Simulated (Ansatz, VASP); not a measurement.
**Ni in VASP and in Ansatz**

```
CELL_PARAMETERS angstrom
0.00000 1.77382 1.77382
1.77382 0.00000 1.77382
1.77382 1.77382 0.00000
ATOMIC_POSITIONS crystal
Ni 0.00000 0.00000 0.00000
```

Change from the starting cell: volume scaled by 1.01.

Alike in both runs: task single point; functional PBE; k mesh 20 × 20 × 20; occupations fermi-dirac, width 0.05 eV; collinear spin.

|  | VASP | Ansatz |
| --- | --- | --- |
| version | VASP 6.6.1 | Ansatz 0.2.0 |
| potentials or method | VASP PAW PBE potentials, release 64 (Ni), cutoff 520 eV | all-electron LAPW, scalar-relativistic |

VASP gave:

```
pressure (GPa)                                                : -4.6
net moment per atom (μB)                                      : 0.63
size of the moment on the site where the two differ most (μB) : 0.65
```

**Question.** Which values does Ansatz return?

**Answer.** Pressure (GPa): -4.6; net moment per atom (μB): 0.64; size of the moment on the site where the two differ most (μB): 0.67.

Site moments also hang on the region over which each program counts them. Ansatz ran all-electron here, so the differences hold the error of VASP's frozen core and of both bases.
